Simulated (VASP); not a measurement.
Runs of VASP 6.6.1 on Au. The cell holds a slab with vacuum, 6 atoms: a = 2.823 Å, b = 2.920 Å, c = 27.233 Å, α = 90.00°, β = 90.00°, γ = 118.91°. 

```tsv
task	level	potentials or basis	U	gap on the mesh (eV)	largest force (eV/Å)	work function (eV)
work function	revPBE	VASP PAW PBE potentials, release 64 (Au)	-	none	0.36	(b)
work function	PW91	VASP PAW PBE potentials, release 64 (Au)	-	none	0.28	5.31
work function	PBEsol	VASP PAW PBE potentials, release 64 (Au)	-	none	0.18	5.39
single point	LDA+U	VASP PAW LDA potentials, release 64 (Au)	Au d U = 6 eV	none	0.47	-
work function	BLYP	VASP PAW PBE potentials, release 64 (Au)	-	none	(a)	5.00
```

Alike in all rows: no spin polarisation; cell as given; k mesh 8 × 8 × 1; cutoff (eV) 520; smearing fermi-dirac 0.05 eV.

Problem. Fill in the values left out.

Solution. (a) 0.74; (b) 5.09.

Caveats: the PAW data sets were made with another functional, which shifts forces and pressure a little (some runs); U without spin polarisation on a metal has little footing (some runs); the U is typed as a test and isn't derived for this compound (some runs).

A k mesh can miss the band edges, and the runs leave out spin-orbit coupling on Au.

A gap of «none» marks a metal or a gap under the smearing width.

Not every run made on this cell is shown here.
